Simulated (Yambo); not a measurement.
Input of a Yambo 5.3.0 run:

Contents of optics3.in:

```
optics
chi
Chimod= "IP"
% BndsRnXd
 1 | 29 |
%
% LongDrXd
 1 | 0 | 0 |
%
% QpntsRXd
 1 | 1 |
%
% EnRngeXd
 0 | 15 | eV
%
% DmRngeXd
 0.3 | 0.3 | eV
%
ETStpsXd= 300
```

File scf.in:

```
&CONTROL
  calculation = 'scf'
  prefix = 'pwscf'
  outdir = './tmp'
  pseudo_dir = './pseudo'
/
&SYSTEM
  ibrav = 0
  A = 3.99776961
  nat = 2
  ntyp = 2
  ecutwfc = 80
  nbnd = 21
  occupations = 'smearing'
  smearing = 'fd'
  degauss = 0.00367493
  force_symmorphic = .true.
/
&ELECTRONS
  conv_thr = 4d-10
  electron_maxstep = 120
  mixing_beta = 0.5
/
ATOMIC_SPECIES
As    74.9216 As.upf
Ga    69.7230 Ga.upf
CELL_PARAMETERS alat
   0.0000000000    0.7071067810    0.7071067810
   0.7071067810    0.0000000000    0.7071067810
   0.7071067810    0.7071067810    0.0000000000
ATOMIC_POSITIONS alat
As     1.0606601715    1.0606601715    1.0606601715
Ga     0.0000000000    0.0000000000    0.0000000000
K_POINTS automatic
8 8 8 0 0 0
```

Contents of nscf.in:

```
&CONTROL
  calculation = 'nscf'
  prefix = 'pwscf'
  outdir = './tmp'
  pseudo_dir = './pseudo'
/
&SYSTEM
  ibrav = 0
  A = 3.99776961
  nat = 2
  ntyp = 2
  ecutwfc = 80
  nbnd = 34
  occupations = 'fixed'
  force_symmorphic = .true.
/
&ELECTRONS
  conv_thr = 1d-08
  diago_full_acc = .true.
  diago_thr_init = 1d-06
/
ATOMIC_SPECIES
As    74.9216 As.upf
Ga    69.7230 Ga.upf
CELL_PARAMETERS alat
   0.0000000000    0.7071067810    0.7071067810
   0.7071067810    0.0000000000    0.7071067810
   0.7071067810    0.7071067810    0.0000000000
ATOMIC_POSITIONS alat
As     1.0606601715    1.0606601715    1.0606601715
Ga     0.0000000000    0.0000000000    0.0000000000
K_POINTS automatic
8 8 8 0 0 0
```

Potentials or basis: PseudoDojo 0.4.1 SR LDA standard.

Command:

```sh
$ OMP_NUM_THREADS=1 pw.x -in scf.in > scf.out
$ OMP_NUM_THREADS=1 pw.x -in nscf.in > nscf.out
$ cd tmp/pwscf.save; p2y; mv SAVE ../..; cd ../..
$ OMP_NUM_THREADS=1 yambo
$ OMP_NUM_THREADS=1 yambo -F optics3.in -J optics3 -C optics3_out
```

(1) Predict the electronic dielectric constant along the field.

(2) Estimate the band gap on the k mesh, mean-field level.

## Answers

(1) 59.29.

(2) 0.28 eV, direct.

Caveat: spectra need much finer meshes, so this one isn't converged; independent-particle spectra lack excitons.

**The experiment to reproduce.**

From “Evidence of valence band perturbations in GaAsN/GaAs(001): A combined variable-angle spectroscopic ellipsometry and modulated photoreflectance investigation”, 2008, arxiv:0805.2212, for a bulk crystal of GaAs at 300 K: band gap 1.418 ± 0.005 eV (direct).

A measured gap of GaAs is 1.418 eV (direct; 300 K; “Evidence of valence band perturbations in GaAsN/GaAs(001): A combined variable-angle spectroscopic ellipsometry and modulated photoreflectance investigation”, 2008, arxiv:0805.2212); the calculated 0.28 eV misses it by -1.14 eV. So large a miss can be the level of theory's own, or it may mean another phase, state or a wrong row. 3 values of this kind are on record (1.412 to 1.51 eV); this one was drawn at random among those near their median, those with a stated uncertainty first. Spin-orbit coupling on As, Ga is left out. The value is that of LDA on a finite k mesh, which can miss the band edges, without temperature or zero-point motion. Semilocal functionals fall short of measured gaps as a rule.
